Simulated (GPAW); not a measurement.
The system is CsSnI3.

```xyz
5
Lattice="6.2057 0.0000 0.0000 0.0000 6.2057 0.0000 0.0000 0.0000 6.2057" Properties=species:S:1:pos:R:3 pbc="T T T"
Cs    0.0000    0.0000    0.0000
I     3.1029    3.1029    0.0000
I     3.1029    0.0000    3.1029
I     0.0000    3.1029    3.1029
Sn    3.1029    3.1029    3.1029
```

| Property | Result |
| --- | --- |
| Program | GPAW 26.7.0 |
| Task | single point |
| Functional | PBE |
| Potentials or basis | GPAW PAW data sets (gpaw-data 1.2.1) |
| Cutoff | 600 eV |
| Basis | pw |
| k mesh | 5 × 5 × 5 |
| Occupations | fermi-dirac, width 0.05 eV |
| Spin | no spin polarisation |

On this cell: pressure 0.5 GPa; largest force zero by symmetry; band gap on the k mesh 1.74 eV, direct.

The same run follows on a disturbed copy (atoms moved at random, drawn with an rms of 0.05 Å):

```xyz
5
Lattice="6.2057 0.0000 0.0000 0.0000 6.2057 0.0000 0.0000 0.0000 6.2057" Properties=species:S:1:pos:R:3 pbc="T T T"
Cs   -0.0286   -0.0394   -0.0152
I     3.1374    3.0807    0.0488
I     3.0926   -0.0201    3.0778
I     0.0810    3.1202    3.0906
Sn    3.1002    3.1120    3.0855
```

Task: What does the disturbed cell give?

Result: The energy moves by +2.0 meV/atom; pressure 0.6 GPa; largest force 0.143 eV/Å; band gap on the k mesh 1.71 eV, direct.

Forces on the atoms (eV/Å):
```
Cs   0.006  0.004  0.002
I    0.022 -0.002 -0.118
I    0.037  0.039  0.031
I   -0.140 -0.014  0.027
Sn   0.074 -0.027  0.057
```

Caveats: spin-orbit coupling is left out, which moves the levels of the heavy elements; an odd mesh through Γ misses points on the zone boundary, where band edges often lie; the cell was measured hot, at 500 K.
